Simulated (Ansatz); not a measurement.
**Si (Fd-3m): scan of the energy under strain from a Python script**

What does a strain cost in Si (Fd-3m)? The task is a scan of the energy under strain, for Si (Fd-3m).

The COD entry's cell or inner coordinates are ideal or old and differ from later refinements, so a difference from it is no clean test against experiment.

Program: Ansatz 0.2.0 through its Python package. Level of theory: DFT PBEsol, plane waves, PAW. These are calculated values, not measurements.

## Step 1: The system

It takes space group Fd-3m (No. 227, cubic). Conventional cell: a = 5.427 Å, b = 5.427 Å, c = 5.427 Å, α = 90.00°, β = 90.00°, γ = 90.00°. Around Si (site symmetry -43m) lie 4 Si at 2.35 Å.

No structure file is read: the coordinates are typed or built in the script.

## Step 2: The script

Contents of si.py:

```python
# -*- coding: utf-8 -*-
"""A tetragonal strain scan of Si."""

import warnings

import ansatz as az
import numpy as np
from tabulate import tabulate

params = {
    "functional": "pbesol",
    "occupations": "fermi_dirac",
    "sigma": 0.02,
    "cutoff": 520,
    "kgrid": (6, 6, 6),
}

vectors0 = np.array([
    [0.0, 2.71356, 2.71356],
    [2.71356, 0.0, 2.71356],
    [2.71356, 2.71356, 0.0],
])
sites = [
    ("Si", [0.75, 0.75, 0.75]),
    ("Si", [0.5, 0.5, 0.5]),
]


def crystal_on(cell):
    crystal = az.Crystal(lattice=az.Lattice.of(cell))
    for symbol, position in sites:
        crystal = crystal.atom(symbol, position)
    return crystal


def main():
    warnings.simplefilter("ignore", az.DeckWarning)

    # clamped ions: the fractional positions stay as typed
    values = np.linspace(-0.01, 0.01, 5)
    energies = []
    for d in values:
        strain = np.diag([d, d, (1 + d) ** -2 - 1])
        cell = vectors0 @ (np.eye(3) + strain)
        setup = (
            crystal_on(cell).calculation()
            .functional(params["functional"])
            .occupations(params["occupations"], width=params["sigma"])
            .basis(params["cutoff"])
            .kpoints(*params["kgrid"])
            .stress()
        )
        data = setup.run().report
        energies.append(data["free_energy_ev"] / len(sites))
        s = data["stress_gpa"]
        print(f"d = {d:+.4f}  stress xx yy zz xy (GPa, compression positive): {s[0][0]:8.3f} {s[1][1]:8.3f} {s[2][2]:8.3f} {s[0][1]:8.3f}")
    energies = np.array(energies)

    print(tabulate(zip(values, 1000 * (energies - energies.min())), headers=["strain", "dE (meV/atom)"], floatfmt=".3f"))
    curvature = 2 * np.polyfit(values, energies, 3)[1]
    volume = abs(np.linalg.det(vectors0)) / len(sites)
    print(f"d2E/dd2 over the volume: {curvature / volume * 160.21766:.1f} GPa")


if __name__ == "__main__":
    main()
```

## Step 3: The run

On the command line:

```console
python si.py
```

Output:

```text
d = -0.0100  stress xx yy zz xy (GPa, compression positive):    1.382    1.382   -1.607    0.000
d = -0.0050  stress xx yy zz xy (GPa, compression positive):    0.893    0.893   -0.559    0.000
d = +0.0000  stress xx yy zz xy (GPa, compression positive):    0.417    0.417    0.417   -0.000
d = +0.0050  stress xx yy zz xy (GPa, compression positive):   -0.048   -0.048    1.321    0.000
d = +0.0100  stress xx yy zz xy (GPa, compression positive):   -0.501   -0.501    2.156    0.000
  strain    dE (meV/atom)
--------  ---------------
  -0.010            3.682
  -0.005            0.900
   0.000            0.000
   0.005            0.860
   0.010            3.358
d2E/dd2 over the volume: 564.6 GPa
```

Wall time 5.2 s (1 thread of Intel Xeon Platinum 8375C at 2.90GHz (Ice Lake), shared host); peak memory 0.38 GiB.

## Step 4: Run by run

One row for each of the 5 runs:

| run | strain | energy from run 3 (meV/atom) | pressure (GPa) | SCF cycles | CPU time (s) |
| --- | --- | --- | --- | --- | --- |
| 1 | -0.010 | 3.68 | 0.39 | 6 | 0.94 |
| 2 | -0.005 | 0.90 | 0.41 | 6 | 0.97 |
| 3 | 0.000 | 0.00 | 0.42 | 6 | 0.62 |
| 4 | 0.005 | 0.86 | 0.41 | 6 | 0.8 |
| 5 | 0.010 | 3.36 | 0.38 | 6 | 0.71 |

## Step 5: Outcome

```
                  quantity          value
curvature under the strain      564.6 GPa
             runs compared              5
           range of energy  3.68 meV/atom
      lowest point, strain          0.000
```

What this shows: Against the unstrained cell the energy per atom changes by +3.68 meV at one end of the scan and +3.36 meV at the other, and its second derivative over the volume is 564.6 GPa. Notes:
- The curvature belongs to this strain pattern and to the cell's stress; it equals a single elastic constant only for simple patterns.
- Of the deposited cell: the entry's cell lengths or inner coordinates differ somewhat from later room-temperature determinations.
- The ions keep their fractional positions (clamped ions).
